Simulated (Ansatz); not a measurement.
Working through a comparison of functionals at one structure of SiC, space group P6_3mc

Program: the Ansatz DFT code, driven from Python.

The script reads `sic.cif`:
```cif
data_SiC
_cell_length_a 3.076000
_cell_length_b 3.076000
_cell_length_c 5.048000
_cell_angle_alpha 90.00000
_cell_angle_beta 90.00000
_cell_angle_gamma 120.00000
_symmetry_space_group_name_H-M 'P 1'
_symmetry_Int_Tables_number 1
loop_
_symmetry_equiv_pos_as_xyz
'x, y, z'
loop_
_atom_site_label
_atom_site_type_symbol
_atom_site_fract_x
_atom_site_fract_y
_atom_site_fract_z
Si1 Si    0.333333    0.666667    0.000000
Si2 Si    0.666667    0.333333    0.500000
C3 C    0.333333    0.666667    0.385000
C4 C    0.666667    0.333333    0.885000
```

At the Python prompt:
```pycon
>>> import csv
>>> import ansatz as az
>>> from ase.io import read
>>> atoms = read("sic.cif")
>>> system = az.Crystal.from_ase(atoms)
>>> model = system.calculation()
>>> model = model.occupations("fixed")
>>> model = model.kpoints(12, 12, 4)
>>> model = model.stress()
>>> rows = []
>>> for value in ["revpbe", "blyp", "pbesol"]:
...     data = model.functional(value).run().report
...     rows.append((value, data["free_energy_ev"] / len(data["lattice"]["sites"]), data["n_iterations"], sum(data["stress_gpa"][i][i] for i in range(3)) / 3, data["n_kpoints"]))
...
DeckWarning: the atoms were moved onto the symmetric positions of the space group found under crystal.symmetry.tolerance 1.0e-5 (fractional; no operation is sought that the atoms, as they stand in a round, miss by more than twice it, and no atom is moved by as much as it), and the run uses the moved positions. Before a round's move an operation carried an atom to 3.08e-6 Å from where it should [...]
DeckWarning: basis.ecutwfc = 420 eV, auto-derived from the records' recommended cutoffs: set by Si (normal level)
>>> with open("xc.csv", "w", newline="") as handle:
...     writer = csv.writer(handle)
...     writer.writerow(["functional", "F/atom (eV)", "iterations", "P (GPa)", "k-points"])
...     writer.writerows([round(v, 5) if isinstance(v, float) else v for v in row] for row in rows)
...
52
>>> print(open("xc.csv").read())
functional,F/atom (eV),iterations,P (GPa),k-points
revpbe,-445.12096,6,6.14772,57
blyp,-445.74645,6,8.24041,57
pbesol,-434.34234,6,0.25936,57
```

From lowest to highest: PBEsol (0.3 GPa), revPBE (6.1 GPa) and BLYP (8.2 GPa). At a fixed cell a lower pressure usually means a smaller equilibrium volume, so PBEsol prefers the smallest cell and BLYP the largest. Gaps by band count in the reports: revPBE 2.35 eV, BLYP 2.67 eV and PBEsol 2.17 eV (Kohn-Sham values on this mesh, as a rule under measured gaps).

Caveats:
- Pressure is positive in compression.
- The starting cell is as deposited in a crystallographic database; the results hold for this polymorph, which needn't be the stable one.
- Warnings are shown shortened and without file and line.
- Total energies of different functionals can't be compared; pressures, moments and gaps at this one structure can.
- The whole script took 10 s on 1 thread of Arm Neoverse V1 (shared host), peak memory 0.44 GiB.
